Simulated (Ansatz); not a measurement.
Input:

NaBr (rock salt) is sheared across one {110} plane: the third cell vector gains the shift, so faults repeat every 6.4 Å. The cut lies between planes 2.13 Å apart; the cell height is held.

```
CELL_PARAMETERS angstrom
      4.26808     0.00000     0.00000
      0.00000     6.03598     0.00000
      2.13404     3.01799     6.40212
ATOMIC_POSITIONS crystal
  Br 0.00000 0.00000 0.83333
  Br 0.33333 0.33333 0.16667
  Br 0.66667 0.66667 0.50000
  Na 0.00000 0.50000 0.83333
  Na 0.33333 0.83333 0.16667
  Na 0.66667 0.16667 0.50000
```

In-plane vectors a = (4.268, 0.000) Å, b = (0.000, 6.036) Å, area 25.76 Å². The shift is s times the vector b (length 6.036 Å), so s = 1 restores the start. Atoms relax along the normal only. γ = [E(shift) − E(0)] / area.

The numbers are results of PBE (plane waves to 420 eV, PAW, scalar-relativistic; Ansatz, a quantum-chemistry and plane-wave program), not measurements. k mesh 7×7×7 (Γ-centred), Fermi-Dirac smearing 0.05 eV. Energies are extrapolated to zero smearing. Faults lie only 6.4 Å apart, and holding the cell height raises γ above its relaxed value. NaBr was relaxed with its symmetry unable to fall. γ is measured from zero shift.

The scan covers s from 0.000 to 0.917 in 12 points.

Task: Does γ have a local minimum between the ends of the line, and at which s?

Result: No computed point is one.

Task: At which s is γ highest?

Result: s = 0.500.

Task: What is the highest γ among twelve even steps of s?

Result: 1105 mJ/m².

(The slope of γ gives the shear force per area between the displaced halves; near zero shift its curvature is an elastic stiffness.)
